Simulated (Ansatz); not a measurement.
Crystal: ZrS2.

```
Zr S
1.0
     3.69138    0.00000    0.00000
    -1.84569    3.19683    0.00000
     0.00000    0.00000    6.04108
Zr S
1 2
Direct
  0.00000 0.00000 0.00000
  0.33333 0.66667 0.23791
  0.66667 0.33333 0.76209
```

The cell is a database's computed one.

A run of Ansatz 0.2.0 on this cell left the log below. Logs are shortened: lines on timing, memory, paths and dates and some standing lists are left out, and cuts for length are marked.

```text
Warning: RAYON_NUM_THREADS=2 ignored (pool sized by the plan → 2); use --threads N
Engine: ansatz 0.2.0, x86_64-unknown-linux-gnu
Pseudopotentials: kind: paw
Pseudopotential: Zr, paw, valence charge 12, recommended cutoff 420 eV (normal), Zr.paw.azcp
Pseudopotential: S, paw, valence charge 6, recommended cutoff 420 eV (normal), S.paw.azcp
Functional definition: PBE
  parameter kappa = 0.804
  parameter beta = 0.06672455060314922
  exchange = pbe_x(kappa = kappa, mu = beta*pi^2/3)
  correlation = pbe_c(beta = beta)
Crystal: 3 atoms, lattice volume = 71.289 Å³
Basis set: ecut = 420 eV, 1389 PW (Γ), exchange–correlation on 50×50×90 points (8 copies of the dense FFT grid, shifted against one another)
Bands: 16, of which v1, the nominal top of the filled ones, is band 12 counted from 1 (11 counted from 0)
Symmetry: 12 space group operations
Space group: P-3m1 (ITA 164), of the structure as read, at distance tolerance 4.1e-5 Å
k-points: 40 of 320
Non-local potential: Zr, projectors of the file, l = 0: 3, l = 1: 2, l = 2: 2, l = 3: 2
Non-local potential: S, projectors of the file, l = 0: 2, l = 1: 2, l = 2: 2
PAW form: soft (Blöchl's): semilocal exchange-correlation on the pseudo side does not see the compensation charge
PAW one-centre angular grid: Zr, 590 points (default); XC on 64 Gauss nodes
PAW one-centre angular grid: S, 110 points (default); XC on 64 Gauss nodes
Initial density: superposition of atomic densities (neutral atoms: chi_scale 0, normalization atom), corrected by the library's trained network
Initial wavefunctions: pseudopotential atomic-orbital guess
Functional: x = pbe(κ = 0.804, μ = 0.2195149727645171), c = pbe(β = 0.06672455060314922)
SCF iter   1: F=—  HF=-5992.636544 eV  |F-HF|=—  |Δ(HF+E_count)|=         —  Δρ=1.25e-3  dr2=1.71e-3  ethr=1.77e-3  ⟨swp⟩=6.0  Hψ=3649  notcnv=0
preconditioner: auto → Resta (q_TF=auto, 2.276 Å⁻¹)  ε∞=6.2  [insulator: Δε(μ)=1.048 eV  Ē_g=7.720 eV  σ=0.012 eV  W_gap=1.00  n_scr=22 (ndim 8)  ℏωp=17.6 eV  f_vac=0.029  D(μ)=0.00/eV (n_scr^D=0)  ε∞_Penn≈6.2]
SCF iter   2: F=—  HF=-5992.635870 eV  |F-HF|=—  |Δ(HF+E_count)|=   6.74e-4  Δρ=6.54e-4  dr2=3.44e-4  ethr=7.14e-6  ⟨swp⟩=2.2  Hψ=1535  notcnv=0
SCF iter   3: F=—  HF=-5992.636077 eV  |F-HF|=—  |Δ(HF+E_count)|=   2.08e-4  Δρ=1.70e-4  dr2=2.23e-5  ethr=1.43e-6  ⟨swp⟩=2.0  Hψ=959  notcnv=0
SCF iter   4: F=—  HF=-5992.636094 eV  |F-HF|=—  |Δ(HF+E_count)|=   1.68e-5  Δρ=5.59e-5  dr2=3.29e-6  ethr=9.27e-8  ⟨swp⟩=2.0  Hψ=850  notcnv=0
SCF iter   5: F=—  HF=-5992.636097 eV  |F-HF|=—  |Δ(HF+E_count)|=   2.93e-6  Δρ=1.27e-5  dr2=2.27e-7  ethr=1.37e-8  ⟨swp⟩=2.0  Hψ=931  notcnv=0
SCF iter   6: F=-5992.636097 eV  HF=-5992.636097 eV  |F-HF|=1.03e-8  |Δ(HF+E_count)|=   1.86e-7  Δρ=5.11e-6  dr2=4.07e-8  ethr=4.17e-10  ⟨swp⟩=5.2  Hψ=2286  notcnv=0
SCF 1 converged in 6 iterations: F = -5992.636097 eV  dr2 = 4.07e-8
  greatest PAW one-centre occupation: 0.995 electrons in one spin orbital (limit 2), on the Zr atom at site 0 (counted from 0), in its partial waves of l = 0
SCF converged after 6 iterations
Free energy (F): -5992.636097 eV
Harris-Foulkes:  -5992.636097 eV  (|F-HF|=1.03e-8)
Internal energy: -5992.636097 eV  (E = F + TS)
E sigma→0 (E₀):  -5992.636097 eV
Fermi energy:    6.959584 eV
--- Per-component energies (eV) ---
  E_band       = -178.973464
  E_kinetic    = 546.022466
  E_local      = -1385.225223  (includes V_loc(G=0)·N_el)
  E_nonlocal   = 134.534349
  E_hartree    = 490.742067
  E_xc         = -356.634915
  E_vxc        = -366.637098  (∫ρ·V_xc dr)
  E_paw        = -4153.791588  (= ΣΔE_a)
  E_vpaw       = -89.156733  (= ΣTr[D̂ρ^β])
  E_aug_tail   = 0.000027  (compensation charges beyond the density's cutoff)
  E_ewald      = -1268.283280
  E_smearing   = -0.000000  (= −TS)
  E_closure    = -0.000000  (closes the sum)
  Σ components = -5992.636097   (vs F -5992.636097, Δ=0.00e0)
--- Forces (eV/Å), atoms counted from 1 ---
  atom   1  Zr     0.00000000     0.00000000     0.00000000
  atom   2  S      0.00000000    -0.00000000     0.04448498
  atom   3  S      0.00000000     0.00000000    -0.04448498
  max |Σ_I F_I| component: 9.25e-18 eV/Å
--- Stress (GPa, compression-positive) ---
        0.130892       0.000000       0.000000
        0.000000       0.130892       0.000000
        0.000000       0.000000       1.191276
  P = ⅓ Tr σ = 0.4844 GPa (4.844 kbar)
--- Band table (eV; the first three rows and the last of 40) ---
  k-point 0: bands = ["-42.5474", "-20.6051", "-20.4585", "-20.4585", "-6.1384", "-4.7425", "2.2344", "3.6625", "3.6625", "6.3427", "6.3427", "6.3847", "8.0216", "8.0216", "8.8655", "11.4339"]
  k-point 1: bands = ["-42.5474", "-20.6052", "-20.4585", "-20.4585", "-6.0830", "-4.8328", "2.4729", "3.6718", "3.6718", "5.8786", "6.3088", "6.3088", "8.0128", "8.0128", "9.0227", "11.5290"]
  k-point 2: bands = ["-42.5474", "-20.6054", "-20.4585", "-20.4585", "-5.9745", "-4.9957", "2.9959", "3.6871", "3.6871", "5.0357", "6.2548", "6.2548", "7.9984", "7.9984", "9.1657", "11.6910"]
  k-point 39: bands = ["-42.5282", "-20.6581", "-20.5904", "-20.5455", "-5.0063", "-4.8233", "2.7488", "3.0977", "3.7452", "4.3885", "4.6039", "5.0112", "8.5280", "9.4025", "9.5502", "11.5074"]
```

Question: Write the input and the command behind it.

Answer: Single point with PBE, no spin polarisation. The files as run (others can give the same):

input.yaml
```yaml
crystal:
  lattice:
    - [3.6913825498, 0.0, 0.0]
    - [-1.8456912749, 3.1968310632, 0.0]
    - [0.0, 0.0, 6.04107701]
  atoms:
    - { symbol: Zr, position: [0.0, 0.0, 0.0] }
    - { symbol: S, position: [0.3333333333, 0.6666666667, 0.23790997] }
    - { symbol: S, position: [0.6666666667, 0.3333333333, 0.76209003] }
hamiltonian:
  xc: pbe
  pseudopotentials: { kind: paw }
kpoints:
  mp_grid: { grid: [8, 8, 5] }
scf:
  occupations: { method: gaussian, width: 0.012 }
output:
  forces: true
  stress: true
  eigenvalues: true
```

Potentials or basis: Ansatz PAW.
Launch:
```bash
$ ansatz run input.yaml --threads 2 --pin off --max-ram 5632MiB --backend cpu --events-out ev --progress --plain --runs-dir out
```

Caveat: odd divisions of the mesh miss points on the zone boundary, where band edges often lie, so the gap on the mesh can be too wide; this functional lacks dispersion, which binds the layers, so the pressure and a relaxed spacing across them are unreliable.
